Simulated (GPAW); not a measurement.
# C: equation of state with PBE

**What was measured.**

From “Equation of state of cubic boron nitride at high pressures and temperatures”, 2007, arxiv:cond-mat/0702656, for a bulk crystal of C: bulk modulus 442 ± 5 GPa.

The system is C.

```
C
1.0
     0.00000    1.78337    1.78337
     1.78337    0.00000    1.78337
     1.78337    1.78337    0.00000
C
2
Direct
  0.75000 0.75000 0.75000
  0.50000 0.50000 0.50000
```

This isn't the form of C at room conditions, which is graphite.

```
Program             : GPAW 26.7.0
Task                : equation of state
Functional          : PBE
Potentials or basis : GPAW PAW data sets (gpaw-data 1.2.1)
Cutoff              : 800 eV
Basis               : pw
k mesh              : 13 × 13 × 13
Occupations         : fermi-dirac, width 0.05 eV
Spin                : no spin polarisation
Maxiter             : 150
Eos scales          : [0.94, 0.96, 0.98, 1.0, 1.02, 1.04, 1.06]
```

```json
{
 "Equilibrium volume": "5.70 Å³/atom",
 "Bulk modulus": "433 GPa",
 "Pressure derivative of the bulk modulus": "3.7"
}
```

Energy against volume, from the lowest point:
| volume (Å³/atom) | energy (meV/atom) |
| --- | --- |
| 5.332 | 35.71 |
| 5.445 | 16.47 |
| 5.558 | 4.81 |
| 5.672 | 0.00 |
| 5.785 | 1.45 |
| 5.899 | 8.60 |
| 6.012 | 20.96 |

Run time: 74 s on 1 thread of Arm Neoverse V2, with other jobs on the host, peak memory 0.18 GiB.

Against the measured bulk modulus of C, 442 GPa (quoted in “Equation of state of cubic boron nitride at high pressures and temperatures”, 2007, arxiv:cond-mat/0702656), the calculated 433 GPa is off by -2.0 %. 3 values of this kind are on record (442 to 444.8 GPa); this one was drawn at random among those near their median, those with a stated uncertainty first. The fit is for a static lattice scaled at fixed shape and fixed fractional positions. The cell as given is a measured one (5.67 Å³/atom); PBE puts the equilibrium volume +0.5 % from it, thermal expansion not counted.
